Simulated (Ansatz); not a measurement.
# TaS$_{2}$: all-electron results

```
CELL_PARAMETERS angstrom
3.38286 0.00000 0.00000
-1.69143 2.92964 0.00000
0.00000 0.00000 6.16798
ATOMIC_POSITIONS crystal
Ta 0.00000 0.00000 0.00000
S 0.66667 0.33333 0.75428
S 0.33333 0.66667 0.24572
```

Atom numbers follow the list: Ta1, S2, S3.

Structure from Materials Project entry mp-1690 (possibly hypothetical), not relaxed further.

Spin polarisation is left out, and whether a magnetic state lies lower isn't shown here.

No spin–orbit coupling, which matters for the heavy atoms here.

Methods: DFT, PBE, all-electron LAPW, scalar-relativistic (Ansatz 0.2.0); DFT, PBE, PAW with Ansatz's default frozen-core files, scalar-relativistic (Ansatz 0.2.0).

For LAPW: a Γ-centred 12×12×6 k mesh, Fermi–Dirac smearing of 0.08 eV, basis error target 1 meV/atom, no spin polarisation. PAW takes a cutoff of 420 eV at this cell. The Ansatz runs share mesh, smearing and spin set-up. Values come from LAPW unless marked.

- Largest force: 0.198 eV/Å on S2
- Pressure at this cell: 1.38 GPa
- Löwdin charges (with 0.19 e of the cell spilling out of the atomic basis, so their sizes and signs hang on that basis): Ta1 0.61, S2 -0.21 e
- Band gap: none: with an odd electron count and no spin polarisation the bands can't all be full, a metal in this set-up (spin order or a larger cell could open a gap)
- Density of states at the Fermi level (0.2 eV bin): 1.76 states/eV per cell
- Volume per atom: 20.38 Å³

**Question.** Bader charges (from the PAW run): what does the calculation give?

**Answer.** Ta1 +1.86, S2 -0.93 e.

**Question.** Stress xx, yy, zz (compression positive): what does the calculation give?

**Answer.** 0.78, 0.78, 2.56 GPa.
